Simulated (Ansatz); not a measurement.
# Si: the cost of one run

Program: Ansatz 0.2.0. Level of theory: DFT PBEsol, scalar-relativistic, plane waves, PAW. These are calculated values, not measurements.

6 further runs of the same task are left out: 6 set aside as unsound or not needed.

**1. The structure to begin with**

Symmetry: P6_3mc, No. 186, hexagonal system. The conventional cell has a = 3.782 Å, b = 3.782 Å, c = 6.209 Å, α = 90.00°, β = 90.00°, γ = 120.00°. Around Zn (site symmetry 3m) lie 4 S at 2.32 Å. S (site symmetry 3m) has 4 Zn at 2.32 Å as nearest neighbours.

As a file:

```cif
data_structure
_symmetry_space_group_name_H-M 'P6_3mc'
_symmetry_Int_Tables_number 186
_cell_length_a 3.7816
_cell_length_b 3.7816
_cell_length_c 6.2090
_cell_angle_alpha 90.000
_cell_angle_beta 90.000
_cell_angle_gamma 120.000
_cell_volume 76.89
loop_
_atom_site_label
_atom_site_type_symbol
_atom_site_symmetry_multiplicity
_atom_site_Wyckoff_symbol
_atom_site_fract_x
_atom_site_fract_y
_atom_site_fract_z
_atom_site_occupancy
Zn1 Zn 2 b 0.33333 0.66667 0.00544 1
S1 S 2 b 0.33333 0.66667 0.37956 1
```

This cell was relaxed beforehand with the same method: volume 19.22 Å³/atom, gap on the mesh 2.15 eV.

**2. The film's bulk: Si**

Relaxed beforehand at this level: -621.4925 eV/atom, gap on the mesh 0.46 eV.

```cif
data_structure
_symmetry_space_group_name_H-M 'Fd-3m:1'
_symmetry_Int_Tables_number 227
_cell_length_a 5.4330
_cell_length_b 5.4330
_cell_length_c 5.4330
_cell_angle_alpha 90.000
_cell_angle_beta 90.000
_cell_angle_gamma 90.000
_cell_volume 160.37
loop_
_atom_site_label
_atom_site_type_symbol
_atom_site_symmetry_multiplicity
_atom_site_Wyckoff_symbol
_atom_site_fract_x
_atom_site_fract_y
_atom_site_fract_z
_atom_site_occupancy
Si1 Si 8 a 0.50000 0.00000 0.50000 1
```

Bulk energy of ZnS, the base, on matching settings, from an earlier run: -2083.7177 eV/atom.

**3. The film's bulk on the base's lattice**

The (111) plane of Si is fitted to the (001) plane of ZnS, a strain of -1.6 % along x and -1.6 % along y; the third vector and the atoms relax.

Input file input.yaml:

```yaml
crystal:
  lattice:
    - [3.7815694913, 0.0, 0.0]
    - [-1.8907847457, 3.2749352456, 0.0]
    - [-1.8907847457, 1.0916450819, 3.1967129281]
  atoms:
    - { symbol: Si, position: [0.5, 0.5, 0.5] }
    - { symbol: Si, position: [0.75, 0.25, 0.25] }
basis:
  ecutwfc: 420
kpoints:
  mp_grid: { grid: [9, 9, 11] }
hamiltonian:
  xc: pbesol
scf:
  occupations: { method: gaussian, width: 0.02 }
output:
  forces: true
  stress: true
  eigenvalues: true
relax:
  adjacent_minimum: "off"
  f_tol: 0.01
  max_steps: 50
  cell: { fix: [a, b, gamma], stress_tol: 0.1 }
```

Command:

```console
$ ansatz run input.yaml --threads 4 --pin off --max-ram 10240MiB --backend cpu --events-out ev --progress --plain --runs-dir out
```

Q: Estimate wall time and peak memory on 4 threads of Arm Neoverse V1, shared host.

About 7.8 s, with a peak of 0.4 GiB.
